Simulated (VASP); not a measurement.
# AlP (F-43m) in VASP: a series of runs, part 2 of 2

VASP 6.6.1. Earlier steps stand in the parts before.

**3. Single point, r2SCAN**

POSCAR reads:

```
AlP
1.0
    0.0000000000      2.7351727408      2.7351727408
    2.7351727408      0.0000000000      2.7351727408
    2.7351727408      2.7351727408      0.0000000000
Al P
1 1
Direct
    0.0000000000      0.0000000000      0.0000000000
    0.2500000000      0.2500000000      0.2500000000
```

INCAR.step1 reads:

```
PREC     = Accurate       # precision mode
ENCUT    = 550            # plane-wave cutoff, eV
ISMEAR   = 0              # smearing method
SIGMA    = 0.02           # smearing width, eV
LREAL    = F              # projectors in reciprocal space
LASPH    = T              # aspherical terms in the spheres
NELM     = 120            # most SCF steps
NBANDS   = 11             # bands
GGA      = PE             # functional
ALGO     = Normal         # electronic algorithm
EDIFF    = 1E-5           # SCF threshold, eV
LWAVE    = T              # write WAVECAR
LCHARG   = F              # write CHGCAR
GGA_COMPAT= F
```

INCAR.step2 reads:

```
PREC     = Accurate       # precision mode
ENCUT    = 550            # plane-wave cutoff, eV
EDIFF    = 1E-6           # SCF threshold, eV
ISMEAR   = 0              # smearing method
SIGMA    = 0.02           # smearing width, eV
LREAL    = F              # projectors in reciprocal space
LASPH    = T              # aspherical terms in the spheres
NELM     = 120            # most SCF steps
ALGO     = Normal         # electronic algorithm
ISIF     = 2              # what is computed and relaxed
LWAVE    = F              # write WAVECAR
LCHARG   = F              # write CHGCAR
METAGGA  = R2SCAN         # meta-GGA
LMIXTAU  = T            
NBANDS   = 11             # bands
ISTART   = 1            
GGA_COMPAT= F
```

KPOINTS reads:

```
regular mesh
0
Gamma
  8 8 8
```

Potentials or basis: VASP PAW PBE potentials, release 64 (Al, P).

Run with:

```
cat potpaw_PBE.64/Al/POTCAR potpaw_PBE.64/P/POTCAR > POTCAR
cp INCAR.step1 INCAR
mpirun -np 1 vasp_std > vasp.out
cp INCAR.step2 INCAR
mpirun -np 1 vasp_std > vasp.out
```

OUTCAR:

```text
PREC = Accurate
   ENCUT = 550
   EDIFF = 1E-6
   ISMEAR = 0
   LREAL = F
   LASPH = T
   NELM = 120
   ISIF = 2
   METAGGA = R2SCAN
   ISTART = 1

 ion  position               nearest neighbor table
   1  0.000  0.000  0.000-   2 2.37   2 2.37   2 2.37   2 2.37
   2  0.250  0.250  0.250-   1 2.37   1 2.37   1 2.37   1 2.37

  LATTYP: Found a face centered cubic cell.
 ALAT       =     5.4703454816

  Lattice vectors:

 A1 = (   0.0000000000,   2.7351727408,   2.7351727408)
 A2 = (   2.7351727408,   0.0000000000,   2.7351727408)
 A3 = (   2.7351727408,   2.7351727408,   0.0000000000)

Analysis of symmetry for initial positions (statically):
=====================================================================
 Subroutine PRICEL returns:
 Original cell was already a primitive cell.

 Routine SETGRP: Setting up the symmetry group for a
 face centered cubic supercell.

 Subroutine GETGRP returns: Found 24 space group operations
 (whereof 24 operations were pure point group operations)
 out of a pool of 48 trial point group operations.

The static configuration has the point symmetry T_d .

Analysis of symmetry for dynamics (positions and initial velocities):
=====================================================================
 Subroutine PRICEL returns:
 Original cell was already a primitive cell.

 Routine SETGRP: Setting up the symmetry group for a
 face centered cubic supercell.

 Subroutine GETGRP returns: Found 24 space group operations
 (whereof 24 operations were pure point group operations)
 out of a pool of 48 trial point group operations.

The dynamic configuration has the point symmetry T_d .

 Subroutine INISYM returns: Found 24 space group operations
 (whereof 24 operations are pure point group operations),
 and found     1 'primitive' translations

----------------------------------------------------------------------------------------

                                     Primitive cell

[... 112 lines left out ...]
  Fermi-wavevector in a.u.,A,eV,Ry     =   0.950116  1.795459 12.282263  0.902721
  Thomas-Fermi vector in A             =   2.078463
   LORBIT       =      0    0 simple, 1 ext, 2 COOP (PROOUT), +10 PAW based schemes
   METAGGA = R2SCAN    functional components
   LHFCALC =     F    Hartree Fock is set to
   AEXX    =    0.0000 exact exchange contribution
   IVDW    =     0    specifies the selected vdW correction
   LEPSILON=     F    determine dielectric tensor
   LRPA    =     F    only Hartree local field effects (RPA)
 non-spin polarized calculation
 Gauss-broadening in eV      SIGMA  =   0.02
  energy-cutoff  :      550.00
  volume of cell :       40.92
 maximum number of plane-waves:      1243
 NGX is ok and might be reduce to    30
   NGX = 15   NGY = 15   NGZ = 15

 number of electron       7.9999999 magnetization

 Free energy of the ion-electron system (eV)
  ---------------------------------------------------
  ext. energy  EPLUGINS =         0.00000000
  ---------------------------------------------------
  free energy    TOTEN  =       -17.20961001 eV

  energy without entropy =      -17.20961001  energy(sigma->0) =      -17.20961001

 E-fermi :   4.4879     XC(G=0):  -9.6083

 val. band max:        4.3552576726   @ k =   0.0000   0.0000   0.0000
 cond. band min:       6.2757362819   @ k =   0.5000   0.5000   0.0000
 fundamental gap:      1.9204786093
 Fermi energy:         4.4879130687

 k-point     1 :       0.0000    0.0000    0.0000
  band No.  band energies     occupation
      1      -7.6005      2.00000
      2       4.3553      2.00000
      3       4.3553      2.00000
      4       4.3553      2.00000
      5       8.3060      0.00000
      6       9.3232      0.00000
      7       9.3232      0.00000
      8       9.3232      0.00000
      9      13.6592      0.00000
     10      13.6592      0.00000
     11      15.5112      0.00000
[... 309 lines left out ...]
 k-point    24 :      -0.3750    0.2500    0.1250
  band No.  band energies     occupation
      1      -5.5463      2.00000
      2      -0.9156      2.00000
      3       1.7193      2.00000
      4       2.8376      2.00000
      5       8.7169      0.00000
      6       9.3458      0.00000
      7      11.7711      0.00000
      8      12.6199      0.00000
      9      14.0191      0.00000
     10      16.5618      0.00000
     11      17.8854      0.00000

 [... further k-points ...]
[... 5 lines left out ...]
  --------------------------------------------------------------------------------------
  -------------------------------------------------------------------------------------
  Total        0.0276331      0.0276331      0.0276331     -0.0000000      0.0000000      0.0000000
  in kB        1.0818209      1.0818209      1.0818209     -0.0000000      0.0000000      0.0000000
  external PRESSURE =       1.0818209 kB  Pullay stress =       0.0000000 kB

 VOLUME and BASIS-vectors are now :
 -----------------------------------------------------------------------------
  energy-cutoff  :      550.00
  volume of cell :       40.92
      direct lattice vectors                 reciprocal lattice vectors
     0.000000000  2.735172741  2.735172741    -0.182803811  0.182803811  0.182803811
     2.735172741  0.000000000  2.735172741     0.182803811 -0.182803811  0.182803811
     2.735172741  2.735172741  0.000000000     0.182803811  0.182803811 -0.182803811

 POSITION                                       TOTAL-FORCE (eV/Angst)
 -----------------------------------------------------------------------------------
      0.00000      0.00000      0.00000        -0.000000      0.000000      0.000000
      1.36759      1.36759      1.36759         0.000000     -0.000000     -0.000000
 -----------------------------------------------------------------------------------
    total drift:                               -0.000000     -0.000000     -0.000000

  FREE ENERGIE OF THE ION-ELECTRON SYSTEM (eV)
  ---------------------------------------------------
  free  energy   TOTEN  =       -17.2096100116 eV

  energy  without entropy=      -17.2096100116  energy(sigma->0) =      -17.20961001
```

Run time: 68 s. Hardware: 1 thread of Intel Xeon Platinum 8488C (Sapphire Rapids), shared host; peak memory 0.16 GiB.

What came out:

- Free energy: -17.2096 eV
- Pressure: 0.1 GPa
- Band gap on the k mesh: 1.92 eV, indirect (least direct gap 3.95 eV)

Caveat: the PAW data sets were made with another functional, which shifts forces and pressure a little.

**4. How close it comes**

Step 2. Measured gap of AlP: 2.505 eV (indirect; 4.2 K; a printed reference work, data compilation). This calculation gives 1.45 eV (-1.06 eV). The value is that of PBEsol on a finite k mesh, which can miss the band edges, without temperature or zero-point motion. Semilocal functionals fall short of measured gaps as a rule.

Step 3. Measured gap of AlP: 2.505 eV (indirect; 4.2 K; a printed reference work, data compilation). This calculation gives 1.92 eV (-0.58 eV). The value is that of r2SCAN on a finite k mesh, which can miss the band edges, without temperature or zero-point motion.
